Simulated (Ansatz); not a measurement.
**PbSe under strains and displacements**

Level of theory: DFT PBE, scalar-relativistic, plane waves, PAW (Ansatz).

Settings: cutoff 420 eV, Γ-centred mesh 10×10×10 on the computed 2-atom cell, Gaussian smearing of 0.05 eV; no spin polarisation.

Reference cell:

```
Pb Se
1.0
     0.00000    3.06215    3.06215
     3.06215    0.00000    3.06215
     3.06215    3.06215    0.00000
Pb Se
1 1
Direct
  0.00000 0.00000 0.00000
  0.50000 0.50000 0.50000
```

Each variant moves atoms of this cell by the vectors given, if any (Å), and then applies a symmetric strain (tensor components, Cartesian axes). The reference cell isn't relaxed at this level. Energies are per atom at zero smearing, counted from the lowest variant. Pressure is positive in compression.

1. strain (xx yy zz yz xz xy, %) -3.98 -0.97 -2.75 -2.00 -1.96 0.80; moves: Pb1 (-0.094, -0.003, 0.117); Se2 (0.094, 0.003, -0.117)
2. no strain; moves: Se2 (0.090, 0.000, 0.000)
3. strain (xx yy zz yz xz xy, %) 2.43 2.43 2.43 -6.00 -6.00 6.00
4. strain (xx yy zz yz xz xy, %) -1.38 -0.56 1.01 0.00 -2.00 0.00; moves: Pb1 (0.000, 0.060, 0.000); Se2 (0.000, -0.060, 0.000)
5. strain (xx yy zz yz xz xy, %) 3.67 4.11 6.80 0.00 4.00 0.00; moves: Pb1 (-0.024, 0.000, 0.055); Se2 (0.024, 0.000, -0.055)
6. strain (xx yy zz yz xz xy, %) 4.80 4.80 4.80 0.00 0.00 0.00
7. strain (xx yy zz yz xz xy, %) 3.95 3.95 3.95 0.00 0.00 0.00
8. strain (xx yy zz yz xz xy, %) -3.08 -3.08 -3.08 0.00 0.00 0.00
9. strain (xx yy zz yz xz xy, %) 2.68 2.68 2.68 0.00 0.00 0.00

```tsv
result	ΔE (meV/atom)	P (GPa)	largest force (eV/Å)	gap on mesh (eV)
A	31.7	-3.59	0.00	0.67
B	90.2	8.78	0.00	0.07
C	18.1	3.18	0.12	0.24
D	0.0	-1.47	0.00	0.53
E	15.7	-2.82	0.00	0.62
F	5.9	2.46	0.07	0.40
G	132.0	9.56	0.83	0.09
H	43.1	-3.45	0.08	0.45
I	69.4	-1.19	0.00	0
```

**Question.** Which variant gave which result?

**Answer.** A is 6, B is 8, C is 4, D is 9, E is 7, F is 2, G is 1, H is 5, I is 3.

Spin-orbit coupling is left out, which matters for the bands of heavy elements.